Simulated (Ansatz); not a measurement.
What does Ansatz print for the nuclei with this input?

The cell is a Materials Project structure (computed, not necessarily an observed phase), taken as it stands.

```yaml
crystal:
  lattice:
    - [3.8073330271, 0.0, 0.0]
    - [-1.9036665135, 3.2972471221, 0.0]
    - [0.0, 0.0, 49.84542432]
  atoms:
    - { symbol: Zn, position: [0.3333333333, 0.6666666667, 0.56266342] }
    - { symbol: Zn, position: [0.6666666667, 0.3333333333, 0.12495042] }
    - { symbol: Zn, position: [0.0, 0.0, 0.37501221] }
    - { symbol: Zn, position: [0.3333333333, 0.6666666667, 0.06250297] }
    - { symbol: Zn, position: [0.6666666667, 0.3333333333, 0.50014282] }
    - { symbol: Zn, position: [0.3333333333, 0.6666666667, 0.3124911] }
    - { symbol: Zn, position: [0.6666666667, 0.3333333333, 0.25000987] }
    - { symbol: Zn, position: [0.0, 0.0, 0.81250552] }
    - { symbol: Zn, position: [0.6666666667, 0.3333333333, 0.74997608] }
    - { symbol: Zn, position: [0.0, 0.0, 0.18750178] }
    - { symbol: Zn, position: [0.3333333333, 0.6666666667, 0.43752021] }
    - { symbol: Zn, position: [0.3333333333, 0.6666666667, 0.9374743] }
    - { symbol: Zn, position: [0.0, 0.0, 0.62504105] }
    - { symbol: Zn, position: [0.6666666667, 0.3333333333, 0.87500453] }
    - { symbol: Zn, position: [0.3333333333, 0.6666666667, 0.6875171] }
    - { symbol: Zn, position: [0.0, 0.0, 6.92e-06] }
    - { symbol: S, position: [0.0, 0.0, 0.23438558] }
    - { symbol: S, position: [0.3333333333, 0.6666666667, 0.35929768] }
    - { symbol: S, position: [0.6666666667, 0.3333333333, 0.29682934] }
    - { symbol: S, position: [0.6666666667, 0.3333333333, 0.54702411] }
    - { symbol: S, position: [0.3333333333, 0.6666666667, 0.10930534] }
    - { symbol: S, position: [0.6666666667, 0.3333333333, 0.7967798] }
    - { symbol: S, position: [0.3333333333, 0.6666666667, 0.98427987] }
    - { symbol: S, position: [0.6666666667, 0.3333333333, 0.92181313] }
    - { symbol: S, position: [0.0, 0.0, 0.85938204] }
    - { symbol: S, position: [0.3333333333, 0.6666666667, 0.60939565] }
    - { symbol: S, position: [0.0, 0.0, 0.42189549] }
    - { symbol: S, position: [0.3333333333, 0.6666666667, 0.73432088] }
    - { symbol: S, position: [0.0, 0.0, 0.67190058] }
    - { symbol: S, position: [0.0, 0.0, 0.0468835] }
    - { symbol: S, position: [0.6666666667, 0.3333333333, 0.17176423] }
    - { symbol: S, position: [0.3333333333, 0.6666666667, 0.48434748] }
kpoints:
  mp_grid: { grid: [8, 8, 1] }
scf:
  occupations: { method: fermi_dirac, width: 0.02 }
hamiltonian:
  xc: pbe
  pseudopotentials: { kind: paw }
output:
  forces: true
  stress: true
  populations: true
  efg:
    quadrupole_moments_barn: { Zn: 0.122, S: -0.0694 }
    contact_densities: true
```

```sh
ansatz run input.yaml --threads 1 --pin off --max-ram 3072MiB --backend cpu --events-out ev --progress --plain --runs-dir out
```

Of the output, the block on the nuclei alone is shown; the set-up, the SCF iterations, energies, forces and stress are cut. One atom of each set with nearly equal values is shown.

```
--- PAW observables at the nuclei: V_zz in 10²¹ V/m², potentials from the cell's mean, atoms counted from 1 ---
  atom   1  Zn V_zz =    +0.035283   η = 0.0000   by run symmetry: allowed   C_q = +0.1041 MHz
            electrostatic potential = -3941.696361 V   contact ρ = 166603.930283 e/Å³
  atom   2  Zn V_zz =    +0.047091   η = 0.0000   by run symmetry: allowed   C_q = +0.1389 MHz
            electrostatic potential = -3941.687135 V   contact ρ = 166604.060710 e/Å³
  atom   3  Zn V_zz =    -0.067213   η = 0.0000   by run symmetry: allowed   C_q = -0.1983 MHz
            electrostatic potential = -3941.685468 V   contact ρ = 166603.983914 e/Å³
  atom   4  Zn V_zz =    +0.079780   η = 0.0000   by run symmetry: allowed   C_q = +0.2353 MHz
            electrostatic potential = -3941.695528 V   contact ρ = 166603.924714 e/Å³
  atom   5  Zn V_zz =    -0.088868   η = 0.0000   by run symmetry: allowed   C_q = -0.2622 MHz
            electrostatic potential = -3941.695703 V   contact ρ = 166603.955133 e/Å³
  atom   7  Zn V_zz =    +0.091225   η = 0.0000   by run symmetry: allowed   C_q = +0.2691 MHz
            electrostatic potential = -3941.696310 V   contact ρ = 166603.915483 e/Å³
  atom   8  Zn V_zz =    -0.076095   η = 0.0000   by run symmetry: allowed   C_q = -0.2245 MHz
            electrostatic potential = -3941.687182 V   contact ρ = 166603.983583 e/Å³
  atom  11  Zn V_zz =    +0.117725   η = 0.0000   by run symmetry: allowed   C_q = +0.3473 MHz
            electrostatic potential = -3941.698059 V   contact ρ = 166603.888691 e/Å³
  atom  13  Zn V_zz =    -0.064970   η = 0.0000   by run symmetry: allowed   C_q = -0.1917 MHz
            electrostatic potential = -3941.681803 V   contact ρ = 166604.017557 e/Å³
  atom  14  Zn V_zz =    +0.085092   η = 0.0000   by run symmetry: allowed   C_q = +0.2510 MHz
            electrostatic potential = -3941.697632 V   contact ρ = 166603.920323 e/Å³
  atom  17  S  V_zz =    +0.199860   η = 0.0000   by run symmetry: allowed   C_q = -0.3354 MHz
            electrostatic potential = -1633.158454 V   contact ρ = 19764.965918 e/Å³
  atom  18  S  V_zz =    +0.123226   η = 0.0000   by run symmetry: allowed   C_q = -0.2068 MHz
            electrostatic potential = -1633.143035 V   contact ρ = 19764.956441 e/Å³
  atom  19  S  V_zz =    +0.068962   η = 0.0000   by run symmetry: allowed   C_q = -0.1157 MHz
            electrostatic potential = -1633.146607 V   contact ρ = 19764.974304 e/Å³
  atom  20  S  V_zz =    +0.208289   η = 0.0000   by run symmetry: allowed   C_q = -0.3495 MHz
            electrostatic potential = -1633.161113 V   contact ρ = 19764.964417 e/Å³
  atom  21  S  V_zz =    +0.055170   η = 0.0000   by run symmetry: allowed   C_q = -0.0926 MHz
            electrostatic potential = -1633.144635 V   contact ρ = 19764.969088 e/Å³
  atom  22  S  V_zz =    +0.127213   η = 0.0000   by run symmetry: allowed   C_q = -0.2135 MHz
            electrostatic potential = -1633.145337 V   contact ρ = 19764.957499 e/Å³
  atom  23  S  V_zz =    +0.129521   η = 0.0000   by run symmetry: allowed   C_q = -0.2173 MHz
            electrostatic potential = -1633.143605 V   contact ρ = 19764.958070 e/Å³
  atom  24  S  V_zz =    +0.063687   η = 0.0000   by run symmetry: allowed   C_q = -0.1069 MHz
            electrostatic potential = -1633.147170 V   contact ρ = 19764.972575 e/Å³
  atom  25  S  V_zz =    +0.194643   η = 0.0000   by run symmetry: allowed   C_q = -0.3266 MHz
            electrostatic potential = -1633.160299 V   contact ρ = 19764.964081 e/Å³
  atom  26  S  V_zz =    +0.075292   η = 0.0000   by run symmetry: allowed   C_q = -0.1263 MHz
            electrostatic potential = -1633.139096 V   contact ρ = 19764.928271 e/Å³
  atom  28  S  V_zz =    +0.058575   η = 0.0000   by run symmetry: allowed   C_q = -0.0983 MHz
            electrostatic potential = -1633.148568 V   contact ρ = 19764.970512 e/Å³
  atom  29  S  V_zz =    +0.178423   η = 0.0000   by run symmetry: allowed   C_q = -0.2994 MHz
            electrostatic potential = -1633.162232 V   contact ρ = 19764.958949 e/Å³
  atom  30  S  V_zz =    +0.192436   η = 0.0000   by run symmetry: allowed   C_q = -0.3229 MHz
            electrostatic potential = -1633.158367 V   contact ρ = 19764.963323 e/Å³
  atom  31  S  V_zz =    +0.135199   η = 0.0000   by run symmetry: allowed   C_q = -0.2269 MHz
            electrostatic potential = -1633.144100 V   contact ρ = 19764.961339 e/Å³
```

Hardware: 1 thread of Arm Neoverse V2 (aarch64; 8 cores open to the job, memory cap 3.0 GiB, no GPU), a shared host with a load of 0.4 a core. Wall time 3.1 min, CPU time 3.1 min, peak memory 1.4 GiB.
